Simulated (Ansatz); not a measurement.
Space group I4/mmm (No. 139). a = 2.998 Å, b = 2.998 Å, c = 4.531 Å, α = 90.00°, β = 90.00°, γ = 90.00°
| atom | site | symmetry | x | y | z |
| --- | --- | --- | --- | --- | --- |
| Co | 2a | 4/mmm | 0.0000 | 0.0000 | 0.0000 |
| O | 2b | 4/mmm | 0.5000 | 0.5000 | 0.0000 |

Equation of state of this CoO structure (not necessarily the ground state), with shape and atoms relaxed at each volume where symmetry leaves them free. The calculation used DFT PBE+U, scalar-relativistic, plane waves, PAW in Ansatz.

Cutoff 420 eV; k points 16×16×16 on the computed 2-atom cell (Γ-centred); Gaussian smearing, width 0.01 eV; U_eff Co 3.32 eV on the d shells (Löwdin-orthogonalised atomic orbitals); collinear spin.

```json
{"V (Å³/atom)": "9.568", "E − E(largest V) (meV/atom)": "4.60", "P (GPa)": "11.54", "gap on mesh (eV)": "0.00"}
{"V (Å³/atom)": "9.873", "E − E(largest V) (meV/atom)": "-11.34", "P (GPa)": "5.32", "gap on mesh (eV)": "0.00"}
{"V (Å³/atom)": "10.179", "E − E(largest V) (meV/atom)": "-16.25", "P (GPa)": "0.01", "gap on mesh (eV)": "0.14"}
{"V (Å³/atom)": "10.484", "E − E(largest V) (meV/atom)": "-11.93", "P (GPa)": "-4.43", "gap on mesh (eV)": "0.26"}
{"V (Å³/atom)": "10.789", "E − E(largest V) (meV/atom)": "0.00", "P (GPa)": "-8.03", "gap on mesh (eV)": "0.35"}
```

Fit a third-order Birch–Murnaghan equation to E(V).

V0 = 10.18 Å³/atom, B0 = 160 GPa, B0' = 5.2.

The state reached may not be the lowest one. The cell holds one magnetic atom, so it can only be ferromagnetic; an antiferromagnetic order may lie lower.